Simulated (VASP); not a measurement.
# Mg2Sn (Fm-3m) in VASP: single point with PBEsol

Aim: the single point of Mg2Sn with PBEsol.

All numbers are computed with VASP 6.6.1; they aren't measurements. Logs are shortened: lines on timing, memory, paths and dates and some standing lists are left out, and cuts for length are marked.

## (1) Starting point

The structure is cubic, space group Fm-3m (No. 225). The conventional cell has a = 6.741 Å, b = 6.741 Å, c = 6.741 Å, α = 90.00°, β = 90.00°, γ = 90.00°. Around Mg (site symmetry -43m) lie 4 Sn at 2.92 Å. Around Sn (site symmetry m-3m) lie 8 Mg at 2.92 Å.

The cell is a database's computed one.

## (2) Single point, PBEsol, non-collinear spin, zero start, spin-orbit coupling

The input, INCAR:

```
  PREC = Accurate
  ENCUT = 520
  EDIFF = 1E-7
  ISMEAR = 0
  SIGMA = 0.1
  LREAL = F
  LASPH = T
  NELM = 60
  ALGO = Normal
  ISIF = 2
  LWAVE = F
  LCHARG = F
  LNONCOLLINEAR = T
  MAGMOM = 0 0 0 0 0 0 0 0 0
  LORBIT = 11
  LSORBIT = T
  GGA_COMPAT = F
  GGA = PS
```

The input, KPOINTS:

```
regular mesh
0
Gamma
  12 12 12
```

The input, POSCAR:

```
Mg2Sn
1.0
    0.0000000000      3.3705800000      3.3705800000
    3.3705800000      0.0000000000      3.3705800000
    3.3705800000      3.3705800000      0.0000000000
Mg Sn
2 1
Direct
    0.2500000000      0.2500000000      0.2500000000
    0.7500000000      0.7500000000      0.7500000000
    1.0000000000      1.0000000000      0.0000000000
```

Potentials or basis: VASP PAW PBE potentials, release 64 (Mg, Sn_d).

The run is started by

```
$ cat potpaw_PBE.64/Mg/POTCAR potpaw_PBE.64/Sn_d/POTCAR > POTCAR
$ mpirun -np 1 vasp_ncl > vasp.out
```

OUTCAR:

```text
PREC = Accurate
   ENCUT = 520
   EDIFF = 1E-7
   ISMEAR = 0
   LREAL = F
   LASPH = T
   NELM = 60
   ISIF = 2
   LNONCOLLINEAR = T
   LORBIT = 11
   LSORBIT = T
   GGA = PS

 ion  position               nearest neighbor table
   1  0.250  0.250  0.250-   3 2.92   3 2.92   3 2.92   3 2.92   2 3.37   2 3.37   2 3.37   2 3.37
                             2 3.37   2 3.37
   2  0.750  0.750  0.750-   3 2.92   3 2.92   3 2.92   3 2.92   1 3.37   1 3.37   1 3.37   1 3.37
                             1 3.37   1 3.37
   3  0.000  0.000  0.000-   2 2.92   2 2.92   2 2.92   1 2.92   1 2.92   1 2.92   2 2.92   1 2.92

  LATTYP: Found a face centered cubic cell.
 ALAT       =     6.7411600000

  Lattice vectors:

 A1 = (   0.0000000000,   3.3705800000,   3.3705800000)
 A2 = (   3.3705800000,   0.0000000000,   3.3705800000)
 A3 = (   3.3705800000,   3.3705800000,   0.0000000000)

Analysis of symmetry for initial positions (statically):
=====================================================================
 Subroutine PRICEL returns:
 Original cell was already a primitive cell.

 Routine SETGRP: Setting up the symmetry group for a
 face centered cubic supercell.

 Subroutine GETGRP returns: Found 48 space group operations
 (whereof 48 operations were pure point group operations)
 out of a pool of 48 trial point group operations.

The static configuration has the point symmetry O_h .

Analysis of symmetry for dynamics (positions and initial velocities):
=====================================================================
 Subroutine PRICEL returns:
 Original cell was already a primitive cell.

 Routine SETGRP: Setting up the symmetry group for a
 face centered cubic supercell.

 Subroutine GETGRP returns: Found 48 space group operations
 (whereof 48 operations were pure point group operations)
 out of a pool of 48 trial point group operations.

The dynamic configuration has the point symmetry O_h .

Analysis of structural, dynamic, and magnetic symmetry:
=====================================================================
 Subroutine PRICEL returns:
 Original cell was already a primitive cell.

 Routine SETGRP: Setting up the symmetry group for a
 face centered cubic supercell.

 Subroutine GETGRP returns: Found 48 space group operations
 (whereof 48 operations were pure point group operations)
 out of a pool of 48 trial point group operations.

The overall configuration has the point symmetry O_h .

 Subroutine INISYM returns: Found 48 space group operations
 (whereof 48 operations are pure point group operations),
 and found     1 'primitive' translations

----------------------------------------------------------------------------------------

                                     Primitive cell

  volume of cell :      76.5850

  direct lattice vectors                    reciprocal lattice vectors
     0.000000000  3.370580000  3.370580000    -0.148342422  0.148342422  0.148342422
     3.370580000  0.000000000  3.370580000     0.148342422 -0.148342422  0.148342422
     3.370580000  3.370580000  0.000000000     0.148342422  0.148342422 -0.148342422

  length of vectors
     4.766719949  4.766719949  4.766719949     0.256936611  0.256936611  0.256936611

  position of ions in fractional coordinates (direct lattice)
     0.250000000  0.250000000  0.250000000
     0.750000000  0.750000000  0.750000000
     0.000000000  0.000000000  0.000000000

  ion indices of the primitive-cell ions
   primitive index   ion index
                 1           1
                 2           2
                 3           3

----------------------------------------------------------------------------------------

 KPOINTS: regular mesh

Automatic generation of k-mesh.
 Grid dimensions read from file:
 generate k-points for:   12   12   12

 Generating k-lattice:

  Cartesian coordinates                     Fractional coordinates (reciprocal lattice)
    -0.012361868  0.012361868  0.012361868     0.083333333  0.000000000  0.000000000
     0.012361868 -0.012361868  0.012361868     0.000000000  0.083333333  0.000000000
     0.012361868  0.012361868 -0.012361868     0.000000000  0.000000000  0.083333333

  Length of vectors
     0.021411384  0.021411384  0.021411384

  Shift w.r.t. Gamma in fractional coordinates (k-lattice)
     0.000000000  0.000000000  0.000000000

 Subroutine IBZKPT returns following result:
 ===========================================

 Found     72 irreducible k-points:

 Following reciprocal coordinates:
            Coordinates               Weight
  0.000000  0.000000  0.000000      1.000000
  0.083333  0.000000  0.000000      8.000000
  0.166667  0.000000  0.000000      8.000000
  0.250000  0.000000  0.000000      8.000000
  0.333333  0.000000  0.000000      8.000000
  0.416667  0.000000  0.000000      8.000000
[... 16 lines left out ...]
  0.500000  0.166667  0.000000     24.000000
 -0.416667  0.166667  0.000000     24.000000
 [... further k-points ...]
   k-points           NKPTS =     72   k-points in BZ     NKDIM =     72   number of bands    NBANDS=     26
   number of dos      NEDOS =    301   number of ions     NIONS =      3
   total plane-waves  NPLWV =  46656
   dimension x,y,z NGX =    36 NGY =   36 NGZ =   36
   dimension x,y,z NGXF=    72 NGYF=   72 NGZF=   72
   ions per type =               2   1
   NGX,Y,Z   is equivalent  to a cutoff of  12.56, 12.56, 12.56 a.u.
   NGXF,Y,Z  is equivalent  to a cutoff of  25.11, 25.11, 25.11 a.u.
 SYSTEM =  unknown system
   PREC   = accura    normal or accurate (medium, high low for compatibility)
   ISTART =      0    job   : 0-new  1-cont  2-samecut
   ICHARG =      2    charge: 1-file 2-atom 10-const
   ISPIN  =      1    spin polarized calculation?
   LNONCOLLINEAR =      T non collinear calculations
   LSORBIT =      T    spin-orbit coupling
   LASPH  =      T    aspherical Exc in radial PAW
   ENCUT  =  520.0 eV  38.22 Ry    6.18 a.u.   8.86  8.86  8.86*2*pi/ulx,y,z
   NELM   =     60;   NELMIN=  2; NELMDL= -5     # of ELM steps
   EDIFF  = 0.1E-06   stopping-criterion for ELM
   LREAL  =      F    real-space projection
   EDIFFG = 0.1E-05   stopping-criterion for IOM
   NSW    =      0    number of steps for IOM
   IBRION =     -1    ionic relax: 0-MD 1-quasi-New 2-CG
   NFREE  =      0    steps in history (QN), initial steepest desc. (CG)
   ISIF   =      2    stress and relaxation
   ISYM   =      2    0-nonsym 1-usesym 2-fastsym
   POTIM  = 0.5000    time-step for ionic-motion
   TEBEG  =    0.0;   TEEND  =   0.0 temperature during run
   PSTRESS=    0.0 pullay stress
   NELECT =      18.0000    total number of electrons
   NUPDOWN=      -1.0000    fix difference up-down
   EMIN   =  10.00;   EMAX   =-10.00  energy-range for DOS
   EFERMI =   0.00;   METHOD = LEGACY
   ISMEAR =     0;   SIGMA  =   0.10  broadening in eV -4-tet -1-fermi 0-gaus
   EFERMI_NEDOS =   21; number of points for ismear=-14 and -15
   IALGO  =     38    algorithm
   IMIX   =      4    mixing-type and parameters
     AMIX     =   0.40;   BMIX     =  1.00
     AMIX_MAG =   1.60;   BMIX_MAG =  1.00
  volume/ion in A,a.u.               =      25.53       172.27
  Fermi-wavevector in a.u.,A,eV,Ry     =   1.010302  1.909193 13.887593  1.020709
  Thomas-Fermi vector in A             =   2.143282
   LORBIT       =     11    0 simple, 1 ext, 2 COOP (PROOUT), +10 PAW based schemes
   GGA     = PS    functional components
   LHFCALC =     F    Hartree Fock is set to
   AEXX    =    0.0000 exact exchange contribution
   IVDW    =     0    specifies the selected vdW correction
   LEPSILON=     F    determine dielectric tensor
   LRPA    =     F    only Hartree local field effects (RPA)
 Gauss-broadening in eV      SIGMA  =   0.10
  energy-cutoff  :      520.00
  volume of cell :       76.59
 maximum number of plane-waves:      4170
   NGX = 17   NGY = 17   NGZ = 17

 number of electron      18.0000008 magnetization      -0.0000000     -0.0000000     -0.0000000

 number of electron      18.0000008 magnetization       0.0000000      0.0000000      0.0000000

 number of electron      18.0000008 magnetization       0.0000000     -0.0000000      0.0000000

 number of electron      18.0000008 magnetization      -0.0000000      0.0000000     -0.0000000

 Free energy of the ion-electron system (eV)
  ---------------------------------------------------
  ext. energy  EPLUGINS =         0.00000000
  ---------------------------------------------------
  free energy    TOTEN  =        -8.39184424 eV

  energy without entropy =       -8.39035606  energy(sigma->0) =       -8.39110015

 E-fermi :   4.2456     XC(G=0):  -8.8930

 val. band max:        4.2192747392   @ k =  -0.0833   0.0833   0.0000
 cond. band min:       4.2981222318   @ k =   0.5000   0.4167   0.0000
 fundamental gap:      0.0788474926
 Fermi energy:         4.2455623869

 k-point     1 :       0.0000    0.0000    0.0000
  band No.  band energies     occupation
      1     -17.2392      1.00000
      2     -17.2392      1.00000
      3     -17.2392      1.00000
      4     -17.2392      1.00000
      5     -16.2260      1.00000
      6     -16.2260      1.00000
[... 685 lines left out ...]
     25       9.4553      0.00000
     26       9.4553      0.00000

 [... further k-points ...]

------------------------ aborting loop because EDIFF is reached ----------------------------------------

  FORCE on cell =-STRESS in cart. coord.  units (eV):
  Direction    XX          YY          ZZ          XY          YZ          ZX
  --------------------------------------------------------------------------------------
  -------------------------------------------------------------------------------------
  Total       -0.0113172     -0.0113172     -0.0113172     -0.0000000      0.0000000      0.0000000
  in kB       -0.2367581     -0.2367581     -0.2367581     -0.0000000      0.0000000      0.0000000
  external PRESSURE =      -0.2367581 kB  Pullay stress =       0.0000000 kB

 VOLUME and BASIS-vectors are now :
 -----------------------------------------------------------------------------
  energy-cutoff  :      520.00
  volume of cell :       76.59
      direct lattice vectors                 reciprocal lattice vectors
     0.000000000  3.370580000  3.370580000    -0.148342422  0.148342422  0.148342422
     3.370580000  0.000000000  3.370580000     0.148342422 -0.148342422  0.148342422
     3.370580000  3.370580000  0.000000000     0.148342422  0.148342422 -0.148342422

 POSITION                                       TOTAL-FORCE (eV/Angst)
 -----------------------------------------------------------------------------------
      1.68529      1.68529      1.68529        -0.000000      0.000000      0.000000
      5.05587      5.05587      5.05587         0.000000     -0.000000     -0.000000
      0.00000      0.00000      0.00000        -0.000000     -0.000000     -0.000000
 -----------------------------------------------------------------------------------
    total drift:                                0.000000      0.000000      0.000000

  FREE ENERGIE OF THE ION-ELECTRON SYSTEM (eV)
  ---------------------------------------------------
  free  energy   TOTEN  =        -8.3918442358 eV

  energy  without entropy=       -8.3903560649  energy(sigma->0) =       -8.39110015

 Spin-Orbit-Coupling matrix elements

 Ion:    1  E_soc:     -0.0000929
 l=   1
     0.0000000    -0.0000155    -0.0000155
    -0.0000155     0.0000000    -0.0000155
    -0.0000155    -0.0000155     0.0000000
 l=   2
     0.0000000    -0.0000000     0.0000000    -0.0000000     0.0000000
    -0.0000000     0.0000000     0.0000000    -0.0000000     0.0000000
     0.0000000     0.0000000     0.0000000     0.0000000     0.0000000
    -0.0000000    -0.0000000     0.0000000     0.0000000     0.0000000
     0.0000000     0.0000000     0.0000000     0.0000000     0.0000000
 l=   3
     0.0000000     0.0000000     0.0000000     0.0000000     0.0000000     0.0000000     0.0000000
     0.0000000     0.0000000     0.0000000     0.0000000     0.0000000     0.0000000     0.0000000
     0.0000000     0.0000000     0.0000000     0.0000000     0.0000000     0.0000000     0.0000000
     0.0000000     0.0000000     0.0000000     0.0000000     0.0000000     0.0000000     0.0000000
[... 29 lines left out ...]
 l=   2
     0.0000000    -0.0012989     0.0000000    -0.0012989    -0.0051602
    -0.0012989     0.0000000    -0.0038702    -0.0012989    -0.0012901
     0.0000000    -0.0038702     0.0000000    -0.0038702     0.0000000
    -0.0012989    -0.0012989    -0.0038702     0.0000000    -0.0012901
    -0.0051602    -0.0012901     0.0000000    -0.0012901     0.0000000
 l=   3
     0.0000000     0.0000000     0.0000000     0.0000000     0.0000000     0.0000000     0.0000000
     0.0000000     0.0000000     0.0000000     0.0000000     0.0000000     0.0000000     0.0000000
     0.0000000     0.0000000     0.0000000     0.0000000     0.0000000     0.0000000     0.0000000
     0.0000000     0.0000000     0.0000000     0.0000000     0.0000000     0.0000000     0.0000000
     0.0000000     0.0000000     0.0000000     0.0000000     0.0000000     0.0000000     0.0000000
     0.0000000     0.0000000     0.0000000     0.0000000     0.0000000     0.0000000     0.0000000
     0.0000000     0.0000000     0.0000000     0.0000000     0.0000000     0.0000000     0.0000000

 total charge

# of ion       s       p       d       tot
------------------------------------------
    1        0.182   0.127   0.019   0.328
    2        0.182   0.127   0.019   0.328
    3        1.131   1.441   9.925  12.497
--------------------------------------------------
tot          1.496   1.695   9.962  13.153

 magnetization (x)

# of ion       s       p       d       tot
------------------------------------------
    1        0.000   0.000   0.000   0.000
    2        0.000   0.000   0.000   0.000
    3        0.000   0.000   0.000   0.000
--------------------------------------------------
tot          0.000   0.000   0.000   0.000

 magnetization (y)

# of ion       s       p       d       tot
------------------------------------------
    1        0.000   0.000   0.000   0.000
    2        0.000   0.000   0.000   0.000
    3       -0.000   0.000   0.000  -0.000
--------------------------------------------------
tot         -0.000   0.000   0.000  -0.000

 magnetization (z)

# of ion       s       p       d       tot
------------------------------------------
    1       -0.000   0.000   0.000  -0.000
    2       -0.000   0.000   0.000  -0.000
    3        0.000   0.000   0.000   0.000
--------------------------------------------------
tot         -0.000   0.000   0.000  -0.000
```

Run time: 3.6 min. Hardware: 1 thread of Intel Xeon Platinum 8488C (Sapphire Rapids), shared host; peak memory 0.51 GiB.

What came out:

| Item | Value |
| --- | --- |
| Free energy | -8.3918 eV |
| Pressure | 0.0 GPa |
| Net moment | 0.00 μB per cell |
| Valence electrons inside the program's atomic spheres | Mg 0.33; Sn 12.50 |

Moments on the atoms (μB; x, y, z):
```
Mg  0.00 0.00 0.00
Mg  0.00 0.00 0.00
Sn  0.00 0.00 0.00
```

Caveat: the PAW data sets were made with another functional, which shifts forces and pressure a little.
